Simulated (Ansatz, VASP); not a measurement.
## Two plane-wave programs on Hf2C

```xyz
3
Lattice="4.6446 0.0000 0.0000 -2.3223 4.0224 0.0000 0.0000 0.0000 2.7581" Properties=species:S:1:pos:R:3 pbc="T T T"
Hf    0.0000    2.6816    1.3791
Hf    2.3223    1.3408    1.3791
C     0.0000    0.0000    0.0000
```

Change from the starting cell: species swapped into the EuHg2 type (P6/mmm, No. 191).

Alike in both runs: functional PBE; k mesh 6 × 6 × 6; occupations gaussian, width 0.1 eV; no spin polarisation.

Ansatz relaxed the structure, and its values are those at the end. VASP's run is a single point on that final structure, the one shown.

```csv
,VASP,Ansatz
version,VASP 6.6.1,Ansatz 0.2.0
potentials or method,"VASP PAW PBE potentials, release 64 (Hf_pv, C)","scalar-relativistic, plane waves, PAW"
plane-wave cutoff (eV),520,420
valence electrons in the cell,24,56
```

|  | VASP | Ansatz | Ansatz less VASP |
| --- | --- | --- | --- |
| gap on the k mesh at the Fermi level (eV) | none | none | - |
| pressure (GPa) | -0.4 | 0.3 | +0.68 |

A gap of «none» marks a metal or a gap that the smearing closes. The two sets of potentials don't hold the same shells in valence.

Caveats: the k mesh is coarse (spacing up to 0.38 Å⁻¹), so the values aren't converged. The runs have no spin-orbit coupling, so splittings on Hf are missing.
